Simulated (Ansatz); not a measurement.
# HgSe

The computed numbers are results of PBE with spin–orbit coupling (two-component spinors) in the plane-wave PAW code Ansatz at 420 eV, 10×10×10 k-mesh, Gaussian smearing of 0.05 eV; PAW files: Ansatz's generated set soft_2.

```
CELL_PARAMETERS angstrom
0.00000 3.11820 3.11820
3.11820 0.00000 3.11820
3.11820 3.11820 0.00000
ATOMIC_POSITIONS crystal
Hg 0.00000 0.00000 0.00000
Se 0.75000 0.75000 0.75000
```

The chain of runs began from a cell as deposited in COD, expanded in volume.

The run above is the reference. The same cell was run again with other input settings; several of them aren't fit for production, so the rows show the settings' effect and aren't properties of the material.

| keys changed | outcome | ΔE (meV/atom) | P (GPa) | gap on the mesh (eV) | cell moment (μB) | largest force component (eV/Å) | SCF iterations | rough core-seconds | new warnings |
| --- | --- | --- | --- | --- | --- | --- | --- | --- | --- |
| none (reference) | converged | 0.0 | 0.0 | 0 (bands touch) | 0.00 (no moment typed) | 0.000 | – | – | – |
| hamiltonian.dispersion: "d4"; scf.convergence.dr2_threshold: 0.0001 | converged | – | -1.9 | 0 (bands touch) | 0.00 (no moment typed) | 0.000 | 5 | 18 | force scf threshold loose; stress scf threshold loose |
| scf.convergence.dr2_threshold: 1e-05; scf.mixing.preconditioner: "kerker_dos" | converged | 0.0 | 0.0 | 0 (bands touch) | 0.00 (no moment typed) | 0.000 | 6 | 22 | force scf threshold loose; stress scf threshold loose |
| scf.initial_density.chi_scale: 0.0 | converged | 0.0 | 0.0 | 0 (bands touch) | 0.00 (no moment typed) | 0.000 | 8 | 24 | – |

These changes also left energy (to 0.1 meV/atom), pressure, gap, moment and forces as in the reference: scf.mixing.algorithm: "anderson"; scf.mixing.beta: 0.2; scf.mixing.ndim: 16 | scf.algorithm: "direct_min"; basis.ecutrho_ratio: 4 → 9 | scf.n_extra_bands: 32.

ΔE is the energy with the smearing extrapolated to zero. It is left out where the change alters the Hamiltonian or the spin treatment. The varied runs start from atomic densities (corrected by the program's trained start where that serves), with the default search for lower states unless a row changes it.

Question: What happens with these changes: basis.ecutwfc: 420 → "550 eV"; scf.convergence.dr2_threshold: 1e-08?

Answer: outcome converged, ΔE (meV/atom) -1.3, P (GPa) 0.0, gap on the mesh (eV) 0 (bands touch), cell moment (μB) 0.00 (no moment typed), largest force component (eV/Å) 0.000, SCF iterations 8, rough core-seconds 50, new warnings stress scf threshold loose.

Changing scf.initial_density.chi_scale only steers the path to self-consistency, so the energy stays within 0.5 meV/atom.

The pair part of a dispersion correction pulls inward (a three-body part mostly pushes out), and in metals and ionic crystals with large ions it often overbinds.

1 further run (cut off, refused for memory, with changed atoms or starts, or in doubt) is left out.

Of the reference: At this volume the filled and empty bands only touch, so this is a zero-gap semimetal rather than a metal, and a semilocal functional can cause such a touching. The relaxed cell is 8 % larger in volume than the cell of this structure in the Crystallography Open Database (27.98 Å³/atom, 1989).
